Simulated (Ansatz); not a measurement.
Free-standing sheet of Te₂Mo, cell area 10.632 Å²:

```xyz
3
Lattice="3.5039 0.0000 0.0000 -1.7519 3.0345 0.0000 0.0000 0.0000 33.2702" Properties=species:S:1:pos:R:3 pbc="T T F"
Te    0.0000    2.0230   14.8181
Mo    1.7519    1.0115   16.6351
Te    0.0000    2.0230   18.4521
```

Theory: DFT PBE+D3(BJ), scalar-relativistic, plane waves, PAW (Ansatz 0.2.0). Cutoff 420 eV; k points 12×12×1 on the computed 3-atom cell (Γ-centred); Gaussian smearing, width 0.02 eV; no spin polarisation. No periodic images along c.

In an external field along +c, atoms held, its energy changes by -7.441 meV a cell at +0.2 V/Å and by -7.441 meV at −0.2 V/Å.

Problem. What dipole and polarisability along c does the sheet have?

Solution. ΔE = −pF − αF²/2. The odd part gives p = −[ΔE(+F) − ΔE(−F)]/(2F) = 0.0000 e·Å a cell (none within the accuracy). The even part gives α = −[ΔE(+F) + ΔE(−F)]/F² = 0.3720 e·Å²/V.

Problem. What thickness does that polarisability stand for?

Solution. α/(ε0·A) = 0.3720 × 180.95/10.632 = 6.33 Å. For a slab of thickness t and dielectric constant ε this equals t(1 − 1/ε), so it is the thickness over which the sheet would screen the field wholly.

Problem. Predict the energy change at +0.35 V/Å.

Solution. −p·0.35 − α·0.35²/2 = -22.79 meV; the calculation gives -22.80 meV, so the response is still linear.

Spin-orbit coupling is left out, which matters for the bands of heavy elements.

Cost: 4 runs of about 4.1 core-minutes in all, on Intel Xeon Platinum 8175M (Skylake/Cascade Lake), Arm Neoverse V2 (shared hosts).

The equal energy lowering for both field directions follows from the structure: the tellurium atoms sit directly above one another, with molybdenum midway between them, so a horizontal mirror plane cancels the opposing dipoles of the polar Mo–Te bonds. The same mirror forbids a cubic term in the energy, so the first departure from linear response is quartic, and the result at +0.35 V/Å shows that it is still very small.

The screening thickness of 6.33 Å exceeds the separation of the two tellurium planes, as expected when diffuse, polarisable Te 5p density spills beyond the outer nuclei. Perpendicular to a sheet, the induced surface charges oppose the applied field, so even a perfectly screening layer has a finite polarisability set by its thickness. The value therefore reflects mainly the extent of the electron cloud and is a poor measure of the band gap or of in-plane screening. With the atoms held, it is a purely electronic response; relaxation of the Mo and Te planes against each other would add a lattice contribution.
